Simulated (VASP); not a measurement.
# Pb: single point with PBE

Pb:

```
CELL_PARAMETERS angstrom
-1.96441 1.96441 1.96441
1.96441 -1.96441 1.96441
1.96441 1.96441 -1.96441
ATOMIC_POSITIONS crystal
Pb 0.00000 0.00000 0.00000
```

The cell was built by a generator and needn't be a form met in nature.

```
Program                : VASP 6.6.1
Task                   : single point
Functional             : PBE
Potentials or basis    : VASP PAW PBE potentials, release 64 (Pb_d)
Cutoff                 : 520 eV
k mesh                 : 16 × 16 × 16
Occupations            : gaussian, width 0.05 eV
Spin                   : no spin polarisation
Dipole correction      : no
Further INCAR settings : ALGO = Fast; EDIFF = 1e-07; NBANDS = 13
```

- Pressure: 2.2 GPa
- Band gap on the k mesh: none (metal or under the smearing width)

Levels at points of the mesh, in eV from the Fermi level:
```tsv
k point	band 4	band 5	band 6	band 7	band 8	band 9	band 10	band 11
(0.00, 0.00, 0.00)	-16.96	-16.96	-11.82	7.58	7.58	7.58	11.05	11.05
(0.50, 0.00, 0.00)	-16.97	-16.81	-7.95	-4.12	3.40	5.09	7.51	8.89
(0.50, 0.50, 0.50)	-16.85	-16.85	-5.22	-0.44	-0.44	-0.44	4.51	4.51
```

It took 27 s on 1 thread of Intel(R) Xeon(R) 6975P-C (Granite Rapids) (shared host), peak memory 0.19 GiB.

The run has no spin-orbit coupling, so splittings on Pb are missing.
